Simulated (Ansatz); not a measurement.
**Contact densities of KI against volume**

```
K I
1.0
     0.00000    3.52455    3.52455
     3.52455    0.00000    3.52455
     3.52455    3.52455    0.00000
K I
1 1
Direct
  0.00000 0.00000 0.00000
  0.50000 0.50000 0.50000
```

Atom numbers follow the list: K1, I2.

The cell is COD entry 9009735, as deposited and not checked against the literature; nothing was relaxed.

No spin–orbit coupling, which matters for the heavy atoms here.

Level of theory: DFT, PBEsol, all-electron PAW with datasets made for the crystal, scalar-relativistic in Ansatz 0.2.0.

The runs use a Γ-centred 8×8×8 k mesh, Fermi–Dirac smearing of 0.01 eV, cutoff 200 eV (chosen by the program for this cell), no spin polarisation.

The contact density is the mean electron density over the nuclear volume; its changes set Mössbauer isomer shifts. Changes below are taken from the unscaled cell, where it is 34705.7 e/Å³ at K1, 1.60146e+06 e/Å³ at I2.

```
V/V(cell)  P (GPa)  Δρ(0) K1 (e/Å³)  Δρ(0) I2 (e/Å³)
   0.9400      0.6                ?            -0.53
   0.9600      0.3             0.15                ?
   0.9800      0.0             0.07            -0.18
   0.9900     -0.1             0.04            -0.09
   1.0000     -0.2             0.00             0.00
   1.0100     -0.3            -0.03             0.09
   1.0200     -0.4            -0.10            -0.47
   1.0400     -0.6                ?            -0.30
   1.0600     -0.8            -0.23            -0.16
```

**Question.** Fill in "Δρ(0) I2 (e/Å³)" for the row "0.9600".

**Answer.** -0.36.

**Question.** What belongs in the row "0.9400", column "Δρ(0) K1 (e/Å³)"?

**Answer.** 0.22.

**Question.** Fill in "Δρ(0) K1 (e/Å³)" for the row "1.0400".

**Answer.** -0.17.

The datasets are made afresh for each cell, so very small changes are uncertain. Scalar relativity leaves out the p1/2 density at heavy nuclei.
